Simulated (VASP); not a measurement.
# BN: convergence, self-consistent run

BN, P3m1 (no. 156), 4 atoms in the cell. PBE with D3(BJ); PAW potentials N, B (PBE set). VASP 6.6.1. The cell is changed on purpose: last atom moved by 0.05 Å along z, cell strained by -1.0% along z.

Wanted: energy within 2 meV/atom.

What the run is for: energy; Accuracy asked: standard.

POSCAR:
```
BN
1.0
    2.4982400000      0.0000000000      0.0000000000
   -1.2491200000      2.1635393048      0.0000000000
    0.0000000000      0.0000000000      6.5693430000
N B
2 2
Direct
    0.6666666700      0.3333333300      0.2500000000
    0.3333333300      0.6666666700      0.7500000000
    0.6666666700      0.3333333300      0.7500000000
    0.3333333300      0.6666666700      0.2575350000
```

The series start from Plane-wave cutoff (eV): 520; k-point mesh: 10 × 10 × 4; Precision mode (PREC): Accurate; Electronic threshold (eV): 1e-6; Bands in all (NBANDS): 20; Aspherical gradient terms in the spheres (LASPH): yes; Electronic algorithm: ALGO=Normal; Support grid and gradient cutoff: ADDGRID=False GGA_COMPAT=False; Density mixing: defaults. Each series keeps the choices made before it, and each single choice may use up half of a tolerance.

## Plane-wave cutoff (eV)

| Plane-wave cutoff (eV) | Energy less reference (meV/atom) | SCF iterations | Time (s) |
|---|---|---|---|
| 320 | 14.3 | 13 | 6.0 |
| 400 | 7.9 | 13 | 6.7 |
| 460 | 4.0 | 13 | 11 |
| 520 | 4.7 | 13 | 14 |
| 600 | 3.1 | 13 | 16 |
| 700 | 0.8 | 13 | 21 |
| 840 (reference) | 0.0 | 13 | 24 |

Chosen: 700, the loosest value from which every tighter one stays within half of the tolerance.

## k-point mesh

| k-point mesh | Energy less reference (meV/atom) | SCF iterations | Time (s) |
|---|---|---|---|
| 3 × 3 × 1 | 74.3 | 13 | 3.8 |
| 4 × 4 × 2 | 9.6 | 13 | 5.6 |
| 5 × 5 × 2 | 3.7 | 13 | 6.1 |
| 7 × 7 × 2 | 0.4 | 13 | 8.6 |
| 8 × 8 × 3 | 0.0 | 13 | 12 |
| 10 × 10 × 4 | 0.0 | 13 | 21 |
| 13 × 13 × 4 | 0.0 | 13 | 33 |
| 16 × 16 × 6 | 0.0 | 13 | 63 |
| 20 × 20 × 7 (reference) | 0.0 | 13 | 94 |

Chosen: 7 × 7 × 2.

## Precision mode (PREC)

| Precision mode (PREC) | Energy less reference (meV/atom) | SCF iterations | Time (s) |
|---|---|---|---|
| SingleN | -0.3 | 13 | 3.7 |
| Normal | 0.0 | 13 | 4.0 |
| Single | 0.0 | 13 | 6.5 |
| Accurate (reference) | 0.0 | 13 | 8.6 |

Chosen: SingleN.

## Electronic threshold (eV)

| Electronic threshold (eV) | Energy less reference (meV/atom) | SCF iterations | Time (s) |
|---|---|---|---|
| 0.001 | 0.0 | 10 | 3.1 |
| 0.0001 | 0.0 | 11 | 3.4 |
| 1e-5 | 0.0 | 13 | 3.8 |
| 1e-6 | 0.0 | 13 | 3.7 |
| 1e-7 | 0.0 | 14 | 4.1 |
| 1e-8 (reference) | 0.0 | 15 | 4.4 |

Chosen: 0.001.

## Bands in all (NBANDS)

| Bands in all (NBANDS) | Energy less reference (meV/atom) | SCF iterations | Time (s) |
|---|---|---|---|
| 9 | -0.2 | 10 | 2.0 |
| 10 | -0.2 | 10 | 2.1 |
| 12 | -0.2 | 10 | 2.3 |
| 14 | -0.2 | 10 | 2.6 |
| 20 | -0.2 | 10 | 3.1 |
| 32 (reference) | 0.0 | 9 | 3.9 |

Chosen: 9.

## Aspherical gradient terms in the spheres (LASPH)

| Aspherical gradient terms in the spheres (LASPH) | Energy less reference (meV/atom) | SCF iterations | Time (s) |
|---|---|---|---|
| yes | 0.0 | 10 | 2.0 |
| no | 1.6 | 10 | 1.6 |

Chosen: yes; no other choice that stays within half of the tolerance saves 30 % of the time.

## Electronic algorithm

| Electronic algorithm | Energy less reference (meV/atom) | SCF iterations | Time (s) |
|---|---|---|---|
| ALGO=Normal | 0.0 | 10 | 2.0 |
| ALGO=Fast | 0.0 | 12 | 2.2 |
| ALGO=VeryFast | 138.3 | 18 | 2.5 |
| ALGO=All ISEARCH=1 | 0.0 | 13 | 2.9 |
| ALGO=All ISEARCH=0 | 0.0 | 13 | 2.8 |
| ALGO=Damped TIME=0.4 | 0.0 | 19 | 3.0 |
| ALGO=Damped TIME=0.1 | 0.3 | 29 | 3.9 |

Chosen: ALGO=Normal.

## Support grid and gradient cutoff

| Support grid and gradient cutoff | Energy less reference (meV/atom) | SCF iterations | Time (s) |
|---|---|---|---|
| ADDGRID=False GGA_COMPAT=False | 0.0 | 10 | 2.0 |
| ADDGRID=True GGA_COMPAT=False | 0.0 | 10 | 2.0 |
| ADDGRID=False GGA_COMPAT=True | 0.1 | 10 | 2.0 |

Chosen: ADDGRID=False GGA_COMPAT=False.

## Density mixing

| Density mixing | Energy less reference (meV/atom) | SCF iterations | Time (s) |
|---|---|---|---|
| defaults | 0.0 | 10 | 2.0 |
| INIMIX=0 | -0.1 | 10 | 1.9 |
| AMIX=0.2 | 0.0 | 11 | 2.0 |
| MAXMIX=-10 | 0.0 | 10 | 1.9 |
| WC=0 | 0.1 | 10 | 1.9 |
| BMIX=0.0001 | -0.1 | 10 | 1.9 |
| AMIX=0.6 | 0.0 | 10 | 1.9 |

Chosen: defaults.

## All choices together

| Input | Energy less reference (meV/atom) | Time (s) |
|---|---|---|
| the program's defaults (naive) | 7.4 | 1.2 |
| chosen settings | 0.9 | 2.0 |
| reference settings throughout | 0.0 | 164 |

The tolerance is met.

## The input

INCAR:
```
ADDGRID  = False        
ALGO     = Normal         # electronic algorithm
EDIFF    = 0.001          # SCF threshold, eV
EFERMI   = MIDGAP       
ENCUT    = 700            # plane-wave cutoff, eV
GGA      = PE             # functional
GGA_COMPAT= False        
ISIF     = 2              # what is computed and relaxed
ISMEAR   = 0              # smearing method
IVDW     = 12             # dispersion correction
LASPH    = True           # aspherical terms in the spheres
LCHARG   = False          # write CHGCAR
LREAL    = False          # projectors in reciprocal space
LWAVE    = False          # write WAVECAR
NBANDS   = 9              # bands
NELM     = 120            # most SCF steps
PREC     = SingleN        # precision mode
SIGMA    = 0.03           # smearing width, eV
```

KPOINTS:
```
Automatic mesh
0
Gamma
  7 7 2
  0 0 0
```

Commands:
```
cat potpaw_PBE.64/N/POTCAR potpaw_PBE.64/B/POTCAR > POTCAR
mpirun -np 1 vasp_std > vasp.out
```

The chosen input took VASP 6.6.1 2.0 s on 1 core (Intel Xeon 6975P-C (Granite Rapids)), a shared host.

## An input that fails: too few electronic steps

The electronic loop stops at its limit of 4 steps.

Changes against the starting input:
```
- NELM = 120
+ NELM = 4
```
